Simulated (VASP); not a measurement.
Set up this calculation in VASP 6.6.1, as the native input.

- Task: single point
- Functional: PBEsol
- Potentials or basis: VASP PAW PBE potentials, release 64 (Sc_sv, H, O)
- Cutoff: 520 eV
- k mesh: 9 × 9 × 9
- Occupations: gaussian, width 0.05 eV
- Spin: no spin polarisation
- Dipole correction: no
- Further INCAR settings: ALGO = Normal; EDIFF = 1e-07; NBANDS = 20

The structure of ScHO2 lies in POSCAR:

```
ScHO2
1.0
    1.5905104664      0.9182816459      4.6807235495
   -1.5905104664      0.9182816459      4.6807235495
    0.0000000000     -1.8365632918      4.6807235495
Sc H O
1 1 2
Direct
    0.0000000000      0.0000000000      0.0000000000
    0.5000000000      0.5000000000      0.5000000000
    0.5897010000      0.5897010000      0.5897010000
    0.4102990000      0.4102990000      0.4102990000
```

The cell comes from a database or a generator and needn't be the stable form of this composition.

One way to write it, as run:

INCAR

```
ALGO     = Normal         # electronic algorithm
EDIFF    = 1E-7           # SCF threshold, eV
ENCUT    = 520            # plane-wave cutoff, eV
GGA      = PS             # functional
ISIF     = 2              # what is computed and relaxed
ISMEAR   = 0              # smearing method
LASPH    = True           # aspherical terms in the spheres
LCHARG   = False          # write CHGCAR
LREAL    = False          # projectors in reciprocal space
LWAVE    = False          # write WAVECAR
NBANDS   = 20             # bands
NELM     = 80             # most SCF steps
PREC     = Accurate       # precision mode
SIGMA    = 0.05           # smearing width, eV
```

KPOINTS

```
k-points
0
Gamma
  9 9 9
```

Potentials or basis: VASP PAW PBE potentials, release 64 (Sc_sv, H, O).

The run is started by

```console
$ cat potpaw_PBE.64/Sc_sv/POTCAR potpaw_PBE.64/H/POTCAR potpaw_PBE.64/O/POTCAR > POTCAR
$ mpirun -np 1 vasp_std > vasp.out
```

Results of the run:

The pressure is -5.6 GPa and the largest force is 0.347 eV/Å. The band gap on the k mesh is 3.98 eV, indirect (least direct gap 4.49 eV).

Caveat: the PAW data sets were made with another functional, which shifts forces and pressure a little; an odd mesh through Γ misses points on the zone boundary, where band edges often lie.

Run time: 72 s on 1 thread of Intel(R) Xeon(R) 6975P-C (Granite Rapids), on a shared host, peak memory 0.27 GiB.
